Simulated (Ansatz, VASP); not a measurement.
**Two plane-wave programs on BP**

INCAR

```
SYSTEM = BP
PREC = Accurate
ENCUT = 520
EDIFF = 1E-7
ISMEAR = 0
SIGMA = 0.05
LREAL = .False.
LASPH = .True.
NELM = 80
ALGO = Normal
ISIF = 2
LWAVE = .False.
LCHARG = .False.
GGA = PE
NBANDS = 11
```

The input KPOINTS:

```
Automatic mesh
0
Gamma
  10 10 10
  0 0 0
```

File POSCAR:

```
BP
1.0
    0.0000000000      2.2400395891      2.3082641451
    2.2400395891      0.0000000000      2.3082641451
    2.2400395891      2.2400395891      0.0000000000
B P
1 1
Direct
    0.0000000000      0.0000000000      0.0000000000
    0.7500000000      0.7500000000      0.7500000000
```

Input for Ansatz:

```yaml
crystal:
  lattice:
    - [0.0, 2.2400395891, 2.3082641451]
    - [2.2400395891, 0.0, 2.3082641451]
    - [2.2400395891, 2.2400395891, 0.0]
  atoms:
    - { symbol: B, position: [0.0, 0.0, 0.0] }
    - { symbol: P, position: [0.75, 0.75, 0.75] }
basis:
  ecutwfc: 420
kpoints:
  mp_grid: { grid: [10, 10, 10] }
hamiltonian:
  xc: pbe
scf:
  occupations: { method: gaussian, width: 0.05 }
output:
  forces: true
  stress: true
  eigenvalues: true
```

Change from the starting cell: strain -0.015 along x and y, +0.015 along z, atoms carried along.

Alike in both runs: task single point; functional PBE; k mesh 10 × 10 × 10; occupations gaussian, width 0.05 eV; no spin polarisation.

```csv
,VASP,Ansatz
version,VASP 6.6.1,Ansatz 0.2.0
potentials or method,"VASP PAW PBE potentials, release 64 (B, P)","scalar-relativistic, plane waves, PAW"
plane-wave cutoff (eV),520,420
valence electrons in the cell,8,8
```

Ansatz gave:

| Property | Result |
| --- | --- |
| gap on the k mesh at the Fermi level (eV) | 1.00 |
| least direct gap on the mesh (eV) | 3.26 |
| pressure (GPa) | 2.6 |
| largest component of the traceless stress (GPa) | 5.61 |

Task: What did VASP give for the same quantities?

Result: gap on the k mesh at the Fermi level (eV): 1.00; least direct gap on the mesh (eV): 3.26; pressure (GPa): 2.3; largest component of the traceless stress (GPa): 5.62.

A k mesh can miss the band edges.
